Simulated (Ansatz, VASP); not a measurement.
Sb: VASP beside Ansatz

```
Sb
1.0
     2.15420    1.24373    3.75800
    -2.15420    1.24373    3.75800
     0.00000   -2.48746    3.75800
Sb
2
Direct
  0.76651 0.76651 0.76651
  0.23349 0.23349 0.23349
```

Alike in both runs: task relaxation of cell and atoms; functional PBE exchange alone; k mesh 8 × 8 × 8; occupations fermi-dirac, width 0.05 eV; no spin polarisation.

|  | VASP | Ansatz |
| --- | --- | --- |
| version | VASP 6.6.1 | Ansatz 0.2.0 |
| potentials or method | VASP PAW PBE potentials, release 64 (Sb) | Ansatz PAW |
| plane-wave cutoff (eV) | 600 | 420 |
| valence electrons in the cell | 10 | 30 |

Ansatz gave:

```
relaxed volume (Å³/atom)                                     : 64.27
relaxed cell length with the largest relative difference (Å) : 8.006
energy change over the relaxation (meV/atom)                 : -426
```

Estimate VASP's values.

relaxed volume (Å³/atom): 62.23; relaxed cell length with the largest relative difference (Å): 7.766; energy change over the relaxation (meV/atom): -424.

The two sets of potentials don't hold the same shells in valence.

Caveats: the volume moved by over 15 % at a fixed basis, so the end points are rough; the volume moved by +106 % from the deposited cell, more than functionals usually miss (VASP); the plane-wave basis is chosen anew once the cell has moved, so the energies of steps on either side of that aren't comparable (Ansatz); the volume moved by +113 % from the deposited cell, more than functionals usually miss (Ansatz); the PAW data sets come from PBE, with cores solved anew for the run's functional, which leaves a small shift of forces and pressure (Ansatz). Zero-point motion and thermal expansion aren't in these numbers.
